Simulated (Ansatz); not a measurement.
**ZrS2 under changes of volume**

One of the cells (23.763 Å³/atom); the others are scaled copies at fixed shape and fractional positions:

```xyz
3
Lattice="3.6914 0.0000 0.0000 -1.8457 3.1968 0.0000 0.0000 0.0000 6.0411" Properties=species:S:1:pos:R:3 pbc="T T T"
Zr    0.0000    0.0000    0.0000
S     0.0000    2.1312    1.4372
S     1.8457    1.0656    4.6038
```

The cell is a database's computed one.

* Program: Ansatz 0.2.0
* Functional: LDA
* Potentials or basis: all-electron LAPW, scalar-relativistic
* Cutoff: 200 eV (chosen from the basis error)
* Basis error allowed: 0.002 eV/atom
* k mesh: 8 × 8 × 5
* Occupations: fermi-dirac, width 0.05 eV
* Spin: no spin polarisation

```tsv
volume (Å³/atom)	energy over the lowest point (meV/atom)	pressure (GPa)	gap on the mesh (eV)	largest force (eV/Å)
22.337	?	?	?	?
22.813	0.00	-0.9	0.91	0.180
23.288	5.63	-2.8	0.92	0.067
23.763	16.58	-4.5	0.94	0.297
24.238	32.30	-6.0	0.95	0.510
24.714	52.30	-7.4	0.95	0.708
25.189	76.16	-8.6	0.96	0.892
```

What does the run at 22.337 Å³/atom give?

Energy over the lowest point 0.27 meV/atom; pressure 1.2 GPa; gap on the mesh 0.90 eV; largest force 0.447 eV/Å.

Worked out: A Birch-Murnaghan fit of order 3 (a polynomial in V^(-2/3)) to the other rows has its minimum at 22.59 Å³/atom, just outside them, with B0 = V·E''(V) = 99 GPa and B' = 4.1 at fixed shape and positions, which overstates the stiffness. It gives 0.27 meV/atom at 22.337 Å³/atom, against the run's 0.27, and -dE/dV = 1.2 GPa, against 1.2. A straight line through the other rows of the gap, of slope 0.506 eV per unit of ln V, extrapolates to 0.90 eV, against the run's 0.90.

Energies are extrapolated to zero smearing.

Caveats: an odd mesh through Γ misses points on the zone boundary, where band edges often lie. Spin-orbit coupling on Zr is left out.
